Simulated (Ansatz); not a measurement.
NaI (rocksalt), relaxed with r2SCAN in the plane-wave code Ansatz. The symmetry is Fm-3m (No. 225, cubic); conventional cell a = 6.459 Å, 33.69 Å³ an atom. Na has 6 I at 3.23 Å; I has 6 Na at 3.23 Å.

The axes x, y and z are those of this cell:
```yaml
crystal:
  lattice:
    - [0.00000, 3.22972, 3.22972]
    - [3.22972, 0.00000, 3.22972]
    - [3.22972, 3.22972, 0.00000]
  atoms:
    - { symbol: Na, position: [0.00000, 0.00000, 0.00000] }
    - { symbol: I, position: [0.50000, 0.50000, 0.50000] }
```

Unstrained: The PBE gap is direct at Γ: 3.661 eV. r2SCAN gives a direct gap of 4.449 eV at Γ. The HSE06 gap is direct at Γ: 4.692 eV. Meshes: PBE 8×8×8, r2SCAN 8×8×8, HSE06 6×6×6. Strains are changes of length per length, and xy shears are angles. After each strain the atoms were relaxed again with r2SCAN within the symmetry that the strain leaves, so tilts or polar shifts that break it weren't tested; points keep the names that they have in the unstrained zone. No spin polarisation and no zero-point or thermal motion.

(1) Estimate what xy shear, engineering strain (angle) -5.97 % does to the gap.

(2) Apply biaxial +5.98 % in x and y, z held. How far does the gap move, against the unstrained cell?

(3) One strain changed the r2SCAN stress by xx -0.30, yy -0.30, zz -1.12 GPa (compression positive) and the gap by -0.129 eV (PBE), -0.144 eV (r2SCAN), -0.139 eV (HSE06). Which kind of strain was it, and roughly how large?

Answers

(1) PBE: the gap goes from 3.661 to 3.507 eV (-0.154 eV); with r2SCAN the top three valence levels at Γ, degenerate before, become 1+1+1 from the top over 273 meV. r2SCAN: the gap goes from 4.449 to 4.287 eV (-0.162 eV). HSE06: the gap goes from 4.692 to 4.530 eV (-0.162 eV). The r2SCAN energy rises by 3.1 meV an atom.

(2) PBE: the gap goes from 3.661 to 3.361 eV (-0.300 eV); with r2SCAN the top three valence levels at Γ, degenerate before, become 2+1 from the top over 85 meV. r2SCAN: the gap goes from 4.449 to 4.105 eV (-0.344 eV). HSE06: the gap goes from 4.692 to 4.365 eV (-0.327 eV). The r2SCAN energy rises by 25.4 meV an atom.

(3) Uniaxial +4.11 % along z, other directions held. The pattern of the stress gives the kind; the size needs the stiffness, so it is an estimate.

No spin-orbit coupling is included; it can move band edges with weight on the heavy atoms by tenths of an eV.

The meshes of the hybrids are coarse, so their gaps aren't converged to the digits shown.

The splittings at Γ are without spin-orbit coupling, which regroups them where it is of like size or larger.
